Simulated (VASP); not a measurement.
## HfB2: single point with RPBE

The system is HfB2.

```xyz
3
Lattice="3.1400 0.0000 0.0000 -1.5700 2.7193 0.0000 0.0000 0.0000 3.4800" Properties=species:S:1:pos:R:3 pbc="T T T"
Hf    0.0000    0.0000    0.0000
B     1.5700    0.9064    1.7400
B     0.0000    1.8129    1.7400
```

```yaml
Program: VASP 6.6.1
Task: single point
Functional: RPBE
Potentials_or_basis: VASP PAW PBE potentials, release 54 (Hf_pv, B)
Cutoff: 520 eV
k_mesh: 10 × 10 × 8
Occupations: gaussian, width 0.05 eV
Spin: no spin polarisation
Further_INCAR_settings: ALGO = Normal; EDIFF = 1e-06; NBANDS = 15
```

```yaml
Pressure: 5.1 GPa
Band_gap_on_the_k_mesh: none (metal or under the smearing width)
```

Stress tensor (GPa, compression positive):
```
4.92 0.00 0.00
0.00 4.92 0.00
0.00 0.00 5.49
```

Levels at points of the mesh, in eV from the Fermi level:
| k point | band 4 | band 5 | band 6 | band 7 | band 8 | band 9 | band 10 | band 11 | band 12 | band 13 |
| --- | --- | --- | --- | --- | --- | --- | --- | --- | --- | --- |
| (0.00, 0.00, 0.00) | -13.67 | -2.86 | -2.75 | -2.75 | -2.66 | 4.19 | 4.19 | 4.83 | 4.83 | 5.08 |
| (0.50, 0.00, 0.00) | -9.66 | -8.98 | -3.99 | -3.30 | -2.73 | 2.24 | 2.88 | 5.73 | 5.88 | 6.41 |
| (0.00, 0.00, 0.50) | -11.28 | -8.24 | -1.05 | -1.05 | 0.47 | 0.47 | 1.15 | 1.15 | 2.40 | 5.22 |
| (0.50, 0.00, 0.50) | -10.25 | -7.41 | -4.83 | -4.57 | -2.56 | 4.10 | 4.33 | 6.41 | 7.35 | 7.52 |

Run time: 22 s on 1 thread of Intel(R) Xeon(R) Platinum 8488C (Sapphire Rapids), on a shared host, peak memory 0.16 GiB.

Caveat: the PAW data sets were made with another functional, which shifts forces and pressure a little. The run has no spin-orbit coupling, so splittings on Hf are missing.
